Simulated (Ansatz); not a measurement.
## InSb: energy along a strain

InSb, F-43m, a = 6.478 Å (as given, not relaxed at this level: 3.1 GPa). Ansatz: PBE, PAW, 420 eV, Γ-centred 12×12×12 mesh on 2 atoms, Gaussian smearing 0.15 eV; no spin polarisation. Cell vectors (Å): 0.000 3.239 3.239; 3.239 0.000 3.239; 3.239 3.239 0.000. The cell is strained by x per cent times the pattern (0 0 1 0 0 0) in the order xx yy zz yz xz xy (engineering shears), with fractional coordinates held. y is the free energy over the start, V0 = 33.984 Å³/atom.

| x (%) | y (meV/atom) |
| --- | --- |
| -2.00 | ? |
| -1.50 | 11.65 |
| -1.00 | 7.39 |
| -0.50 | 3.51 |
| 0.00 | 0.00 |
| 0.50 | -3.15 |
| 1.00 | -5.95 |
| 1.50 | -8.39 |
| 1.75 | -9.47 |
| 2.00 | -10.48 |

Problem. Fit y = c1 x + c2 x² + c3 x³ to the other rows, get the stiffness along the pattern, and predict the missing energy.

Solution. Least squares on the rows shown. y = −6.6634 x + 0.72476 x² − 0.0064021 x³. The clamped-ion stiffness p·C·p = 2 × 7.248 eV × 160.2 / 33.984 Å³ = 68 GPa, which is C33 in these axes (C11 of the cubic crystal) (second derivative at the start, which stands under stress). At x = -2.00 the fit asked for gives 16.28 meV/atom. The run gave 16.28 meV/atom, the same to the digits shown.